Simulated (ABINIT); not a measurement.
Here is an ABINIT 10.8.3 (patched build) calculation.

The input run.abi:

```
pp_dirpath "./"
pseudos "Ta.GGA_PBE-JTH.xml"

acell 3*1.0
rprim
    -3.0627433809     3.1268315527     3.0788173913
     3.2083789041    -3.0730159321     3.1706372940
     3.0659596947     3.0762322459    -3.0250017707
ntypat 1
znucl 73
natom 1
typat 1
xred
     0.0019110000    -0.0235750000    -0.0041030000
chkprim 0
chksymtnons 0
tolsym 1.0e-6

ecut 19.0
pawecutdg 38.0

kptopt 1
ngkpt 11 11 11
nshiftk 1
shiftk 0.0 0.0 0.0

ixc 11

nband 11
occopt 3
tsmear 0.00183747

nstep 100
tolvrs 1.0e-9

iomode 3
prtwf 0
prtden 0
prteig 0
prtebands 0
```

Potentials or basis: JTH PAW PBE v2.0.

The run is started by

```sh
$ abinit run.abi > log 2>&1
```

Q: What does it give for the band gap on the k mesh?

A: None (metal or under the smearing width).

Q: What does it give for the pressure?

A: 2.8 GPa.

Stress tensor (GPa, compression positive):
```
 2.20 -0.23 -4.46
-0.23  3.51 -1.49
-4.46 -1.49  2.68
```

The run has no spin-orbit coupling, so splittings on Ta are missing.
